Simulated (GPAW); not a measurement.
# GaN (P6_3mc) in GPAW: a series of runs

The runs below take GaN through band structure, with OLYP, GLLB-SC, LDA.

Everything below comes from runs of GPAW 26.7.0. Logs are shortened: lines on timing, memory, paths and dates and some standing lists are left out, and cuts for length are marked. The log counts tension as positive stress, the text compression.

**What was measured.**

From “Studying electronic properties in GaN without electrical contacts using γ-γ vs e−-γ Perturbed Angular Correlations”, 2019, pmc:6823545, for a bulk crystal of GaN: band gap 3.503 ± 0.005 eV (direct).

The results are compared with them further down.

### Step 1. Starting point

Symmetry: P6_3mc, No. 186, hexagonal system. The conventional cell has a = 3.180 Å, b = 3.180 Å, c = 5.166 Å, α = 90.00°, β = 90.00°, γ = 120.00°. Ga (site symmetry 3m) is surrounded by 4 N at 1.94 to 1.95 Å. Around N (site symmetry 3m) lie 4 Ga at 1.94 to 1.95 Å.

### Step 2. Band structure, OLYP, spin-orbit coupling, no magnetisation

File run.py:

```python
import numpy as np
from ase import Atoms
from ase.dft.bandgap import bandgap
from ase.io import write
from ase.units import GPa
from gpaw import GPAW, PW, setup_paths
from gpaw.spinorbit import soc_eigenstates

setup_paths.insert(0, '.')

atoms = Atoms(['Ga', 'Ga', 'N', 'N'],
              cell=[[3.18, 0.0, 0.0],
                    [-1.59, 2.753960784, 0.0],
                    [0.0, 0.0, 5.166]],
              scaled_positions=[[0.6666666667, 0.3333333333, 0.5],
                                [0.3333333333, 0.6666666667, 0.0],
                                [0.6666666667, 0.3333333333, 0.875],
                                [0.3333333333, 0.6666666667, 0.375]],
              pbc=True)

calc = GPAW(mode=PW(800),
            xc='GGA_X_OPTX+GGA_C_LYP',
            kpts={'size': (7, 7, 4), 'gamma': True},
            occupations={'name': 'fermi-dirac', 'width': 0.05},
            nbands=18,
            convergence={'density': 1e-05, 'energy': 1e-05},
            eigensolver='davidson',
            maxiter=150,
            txt='gpaw.txt')
atoms.calc = calc
energy = atoms.get_potential_energy()
forces = atoms.get_forces()
stress = atoms.get_stress()
calc.write('gs.gpw')
write('result.traj', atoms)
print(f'Energy: {energy:.6f} eV')
print('Forces (eV/A):')
print(forces.round(4))
print('Stress (GPa):', (stress / GPa).round(3))
print('Fermi level:', round(calc.get_fermi_level(), 4), 'eV')
print(f'Gap: {bandgap(calc)[0]:.4f} eV, direct: {bandgap(calc, direct=True)[0]:.4f} eV')

path = atoms.cell.bandpath('GMKGALHA,LM,KH', npoints=100, eps=1e-4)
bs_calc = calc.fixed_density(kpts=path, symmetry='off', nbands=29,
                             convergence={'bands': 'CBM+6.0', 'eigenstates': 1e-6}, txt='bands.txt')
bs = bs_calc.band_structure()
bs.write('bs.json')
print(f'Gap on the path: {bandgap(bs_calc)[0]:.4f} eV')

soc = soc_eigenstates(bs_calc, theta=0, phi=0)
np.savetxt('soc_bands.dat', soc.eigenvalues(), fmt='%.4f')
mesh = soc_eigenstates('gs.gpw', theta=0, phi=0)
np.savetxt('soc_mesh.dat', mesh.eigenvalues(), fmt='%.4f')
print('Fermi level with spin-orbit coupling:', round(mesh.fermi_level, 4), 'eV')
```

Potentials or basis: PAW data sets generated in the run's folder for this functional, pw.

Command:

```
> gpaw-setup -f GGA_X_OPTX+GGA_C_LYP Ga N
> OMP_NUM_THREADS=1 python run.py
```

gpaw.txt:

```text
__  _  _
 | _ |_)|_||  |
 |__||  | ||/\| - 26.7.0

Input parameters:
  mode=PW(ecut=800.0),
  convergence={'density': 1e-05, 'energy': 1e-05},
  eigensolver=Davidson(niter=2),
  kpts=MonkhorstPack(size=(7, 7, 4), gamma=True),
  maxiter=150,
  nbands=18,
  occupations=Occupations(name='fermi-dirac', width=0.05),
  xc=XC(name='GGA_X_OPTX+GGA_C_LYP')

Diagonalizing LCAO Hamiltonian
Converting LCAO to pw mode

           N

           Ga
        N

        Ga

Atoms  # Å, Bohr magnetons
|   | symbol |         x |        y |        z |    initial magnetic moments |
|---|--------|-----------|----------|----------|-----------------------------|
| 0 |     Ga |  1.590000 | 0.917987 | 2.583000 | ( 0.0000,  0.0000,  0.0000) |
| 1 |     Ga | -0.000000 | 1.835974 | 0.000000 | ( 0.0000,  0.0000,  0.0000) |
| 2 |      N |  1.590000 | 0.917987 | 4.520250 | ( 0.0000,  0.0000,  0.0000) |
| 3 |      N | -0.000000 | 1.835974 | 1.937250 | ( 0.0000,  0.0000,  0.0000) |

Unit cell  # Å
| periodic |         x |        y |        z |  lengths |     angles |
|----------|-----------|----------|----------|----------|------------|
|      yes |  3.180000 | 0.000000 | 0.000000 | 3.180000 |  90.000000 |
|      yes | -1.590000 | 2.753961 | 0.000000 | 3.180000 |  90.000000 |
|      yes |  0.000000 | 0.000000 | 5.166000 | 5.166000 | 120.000000 |

Number of symmetries: 6
Symmetry operations  # r_c * U_cc + t_c -> r_c
|   | kind |            matrix            |
|---|------|------------------------------|
| 0 |  σ   |  1, 1, 0,  0,-1, 0,  0, 0, 1 |
| 1 |  E   |  1, 0, 0,  0, 1, 0,  0, 0, 1 |
| 2 |  C3  |  0, 1, 0, -1,-1, 0,  0, 0, 1 |
| 3 |  σ   |  0,-1, 0, -1, 0, 0,  0, 0, 1 |
| 4 |  σ   | -1, 0, 0,  1, 1, 0,  0, 0, 1 |
| 5 |  C3  | -1,-1, 0,  1, 0, 0,  0, 0, 1 |

BZ-sampling:
  Number of BZ points: 196
  Number of IBZ points: 28

  Monkhorst-Pack size: [7, 7, 4]
  Monkhorst-Pack shift: [0.0, 0.0, 0.125]

K-points  # in reciprocal-cell coordinates
|     |                                coordinates |     weight |
|-----|--------------------------------------------|------------|
|   0 | (  0.00000000,   0.00000000,   0.00000000) | 0.00510204 |
|   1 | (  0.00000000,   0.00000000,   0.25000000) | 0.01020408 |
|   2 | (  0.00000000,   0.00000000,   0.50000000) | 0.00510204 |
|   3 | (  0.14285714,   0.00000000,  -0.25000000) | 0.03061224 |
|   4 | (  0.14285714,   0.00000000,   0.00000000) | 0.03061224 |
|   5 | (  0.14285714,   0.00000000,   0.25000000) | 0.03061224 |
|   6 | (  0.14285714,   0.00000000,   0.50000000) | 0.03061224 |
|   7 | (  0.28571429,  -0.14285714,   0.00000000) | 0.03061224 |
|   8 | (  0.28571429,  -0.14285714,   0.25000000) | 0.06122449 |
|   9 | (  0.28571429,  -0.14285714,   0.50000000) | 0.03061224 |
| ... |                                            |            |
|  27 | (  0.42857143,   0.42857143,   0.50000000) | 0.03061224 |

Plane wave coefficients: 2352
Cutoff: 800.0 eV

Spin-components: 1 (collinear spins)
Bands:           18
Projectors:      20
Spin-degeneracy: 2
Datatype:        complex128

Parallelization:
  kpt:    1
  domain: 1
  band:   1

Density:
  Valence electrons: 16.0
  Components: 1
  Grid points: [21 21 35]
  Charge: 0.0  # |e|

Potential:
  Grid points: [21 21 35]

species:
  Ga:
    name:    Gallium
    Z:       31.0
    valence: 3
    core:    28
    charge:  0.0  # [|e|]
    compensation charges:
      type: gauss
      rc: 0.37  # [Å]
      lmax: 2
    cutoffs:
      filter: 2.06  # [Å]
      core: 4.17  # [Å]
    projectors
    | kind |    occ | energy [eV] | rcut [Å] |
    |------|--------|-------------|----------|
    |   4s |  2.000 |      -8.696 |    1.164 |
    |   4p |  1.000 |      -2.368 |    1.164 |
    |    s |        |      18.515 |    1.164 |
    |    p |        |      24.843 |    1.164 |
    |    d |        |       0.000 |    1.164 |

    Using partial waves for Ga as LCAO basis

  N:
    name:    Nitrogen
    Z:       7.0
    valence: 5
    core:    2
    charge:  0.0  # [|e|]
    compensation charges:
      type: gauss
      rc: 0.18  # [Å]
      lmax: 2
    cutoffs:
      filter: 1.11  # [Å]
      core: 0.96  # [Å]
    projectors
    | kind |    occ | energy [eV] | rcut [Å] |
    |------|--------|-------------|----------|
    |   2s |  2.000 |     -18.711 |    0.603 |
    |   2p |  3.000 |      -6.990 |    0.529 |
    |    s |        |       8.501 |    0.603 |
    |    p |        |      20.221 |    0.529 |
    |    d |        |       0.000 |    0.577 |

    Using partial waves for N as LCAO basis

Reference energy: -108780.894165  # eV

eigensolver:
  Davidson
  Converge bands: occupied
  niter=2

density mixing:
  MSR1-Mixer
  Pratt-step length: 0.05
  Maximum mixing coefficient: 0.75
  Old densities: 10
  SVD Regularization: 0.005
  Good broyden scale: 1.0
  Trust region scale: 1.0
  Backstep threshold: 4.0
  History deletion threshold: 6.0
  Fourier metric: weight=20.0, sigma=0.015

occupation numbers:
  Fermi-Dirac:
    width: 0.0500  # eV

poisson solver:
  ecut: 6400.0  # eV

xc functional:
  name: GGA_X_OPTX+GGA_C_LYP with 2 nearest neighbor stencil

convergence criteria:
- Maximum integral of absolute [dens]ity change: 1e-05 electrons / valence electron
- Maximum [total energy] change in last 3 cyles: 1e-05 eV / valence electron
- Maximum integral of absolute [eigenst]ate change: 4e-08 eV^2 / valence electron
maximum number of iterations: 150

SCF iterations
|iter     | |      energy | eigst |  dens |
|---------|-|-------------|-------|-------|
|iter:   1| |  -25.433831 | -0.20 |       |
|iter:   2| |  -24.469280 | -1.87 | -0.56 |
|iter:   3| |  -21.816152 | -0.53 | -0.61 |
|iter:   4| |  -21.856688 | -2.15 | -1.29 |
|iter:   5| |  -21.879502 | -2.99 | -1.54 |
|iter:   6| |  -21.878422 | -3.84 | -2.44 |
|iter:   7| |  -21.878616 | -4.83 | -2.98 |
|iter:   8| |  -21.878617 | -6.35 | -3.86 |
|iter:   9| |  -21.878616c| -7.19 | -4.03 |
|iter:  10| |  -21.878617c| -7.51c| -4.33 |
|iter:  11| |  -21.878617c| -9.07c| -4.94 |
|iter:  12| |  -21.878617c|-10.01c| -5.69c|

Converged in 12 steps
Energy contributions relative to reference atoms: (reference = -108780.894165)

Energy contributions:
  Kinetic:          70.129187
  Coulomb:         -60.654700
  Zero:              0.280852
  External:          0.000000
  Xc:              -31.633955
  Entropy:          -0.000000
  Spinorbit:         0.000000
  ----------------------------
  Free energy:     -21.878617
  Extrapolated:    -21.878617

dipole moment: (-0.000028, -0.000036, -11.461159)  # |e|*Ang

Fermi level: 7.669
Eigenvalues  # (at kpt = [0.000, 0.000, 0.000])
| band index |      eig [eV] | occ [0-2] |
|------------|---------------|-----------|
|          0 |        -9.315 |     2.000 |
|          1 |        -7.004 |     2.000 |
|          2 |        -0.259 |     2.000 |
|          3 |         5.666 |     2.000 |
|          4 |         5.666 |     2.000 |
|          5 |         6.650 |     2.000 |
[... 8 lines left out ...]
|         14 |        18.713 |     0.000 |
|         15 |        18.713 |     0.000 |
|        ... |               |           |
|         17 |        22.067 |     0.000 |

Gap: 2.256 eV
Transition (v -> c):
  (s=0, k=0, n=7, [0.00, 0.00, 0.00]) -> (s=0, k=0, n=8, [0.00, 0.00, 0.00])
No difference between direct/indirect transitions

Forces  # eV/Ang
|       x |        y |        z |
|---------|----------|----------|
| 0.00000 |  0.00000 | -0.19481 |  # Ga   0
| 0.00000 | -0.00000 | -0.19465 |  # Ga   1
| 0.00000 |  0.00000 |  0.19489 |  # N    2
| 0.00000 |  0.00000 |  0.19380 |  # N    3

Stress tensor  # eV/Ang^3
|         x |         y |         z |
|-----------|-----------|-----------|
| -0.095629 | -0.000000 | -0.000000 |
|  0.000000 | -0.095629 |  0.000000 |
| -0.000000 |  0.000000 | -0.106669 |

# Writing to gs.gpw (mode='')
```

Wall time 74 s (1 thread of Arm Neoverse V1, shared host); peak memory 0.39 GiB.

Results:

```yaml
Free_energy: -21.8786 eV
Pressure: 15.9 GPa
Largest_force: 0.195 eV/Å
Band_gap_on_the_k_mesh: 2.25 eV, direct
Band_gap_along_the_path: 2.25 eV, direct
```

Forces on the atoms (eV/Å):
```
Ga   0.000  0.000 -0.195
Ga   0.000  0.000 -0.195
N    0.000  0.000  0.195
N    0.000  0.000  0.194
```

Stress tensor (GPa, compression positive):
```
15.32  0.00  0.00
 0.00 15.32  0.00
 0.00  0.00 17.09
```

Levels at the corners of the path, in eV from the valence-band top:
| point | band 14 | band 15 | band 16 | band 17 | band 18 | band 19 |
| --- | --- | --- | --- | --- | --- | --- |
| Γ | -0.01 | 0.00 | 0.00 | 2.25 | 2.25 | 4.60 |
| M | -2.22 | -0.96 | -0.96 | 5.42 | 5.42 | 5.87 |
| K | -2.97 | -2.69 | -2.69 | 5.49 | 5.49 | 8.15 |
| Γ | -0.01 | 0.00 | 0.00 | 2.25 | 2.25 | 4.60 |
| A | -0.53 | -0.53 | -0.53 | 4.58 | 4.58 | 4.58 |
| L | -1.88 | -1.88 | -1.88 | 4.74 | 4.74 | 4.74 |
| H | -1.46 | -1.45 | -1.45 | 6.74 | 6.74 | 6.77 |
| A | -0.53 | -0.53 | -0.53 | 4.58 | 4.58 | 4.58 |
| L | -1.88 | -1.88 | -1.88 | 4.74 | 4.74 | 4.74 |
| M | -2.22 | -0.96 | -0.96 | 5.42 | 5.42 | 5.87 |
| K | -2.97 | -2.69 | -2.69 | 5.49 | 5.49 | 8.15 |
| H | -1.46 | -1.45 | -1.45 | 6.74 | 6.74 | 6.77 |

Caveat: spin-orbit coupling was added after a scalar SCF, so levels and gaps hold it while energy, forces, pressure and moments don't; this program's spin-orbit splittings come out too wide for heavy elements; so large a pressure means that the cell lies far from this level's equilibrium, or that cutoff or potentials fall short.

[end of part 1 of 2]
